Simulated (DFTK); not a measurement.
Runs of DFTK 0.8.2 on Fe. It takes space group Im-3m (No. 229, cubic). The conventional cell has a = 2.886 Å, b = 2.886 Å, c = 2.886 Å, α = 90.00°, β = 90.00°, γ = 90.00°. Fe (site symmetry m-3m) has 8 Fe at 2.50 Å as nearest neighbours. 

| task | level | potentials or basis | k mesh | cutoff (eV) | valence electrons | mesh quality | gap on the mesh (eV) | pressure (GPa) | moment (μB) |
| --- | --- | --- | --- | --- | --- | --- | --- | --- | --- |
| single point | r2SCAN | SG15 1.2 (PBE) | 12 × 12 × 12 | 1225 | Fe 16 | not flagged | none | (a) | 2.81 |
| band structure | LDA | cp2k.nc.sr.lda.v0_1.largecore.gth (LDA, GTH, large core) | 10 × 10 × 10 | 2367 | Fe 8 | not flagged | none | (c) | 3.22 |
| band structure | r2SCAN | SG15 1.2 (PBE) | 8 × 8 × 8 | 1225 | Fe 16 | coarse | none | (b) | 2.79 |
| single point | LDA | SG15 1.2 (PBE) | 12 × 12 × 12 | 1225 | Fe 16 | not flagged | none | -26.8 | 2.29 |
| single point | PBE | dojo.nc.sr.pbe.v0_4_1.standard.upf (PBE) | 13 × 13 × 13 | 1225 | Fe 16 | not flagged | none | -5.0 | 2.46 |

Alike in all rows: spin collinear, ferromagnetic start; cell as given; smearing fermi-dirac 0.05 eV.

**Question.** Estimate the missing entries.

**Answer.** (a) 0.9; (b) 0.1; (c) 11.4.

Caveats: some runs use coarse meshes; the potentials were made for another functional, which shifts forces and pressure (some runs); GTH potentials come without recommended cutoffs, and this one wasn't checked for convergence (some runs); this set keeps more shells in the core, which shifts pressures and gaps (some runs).

A k mesh can miss the band edges.

A gap of «none» marks a metal or a gap under the smearing width.

Not every run made on this cell is shown here.
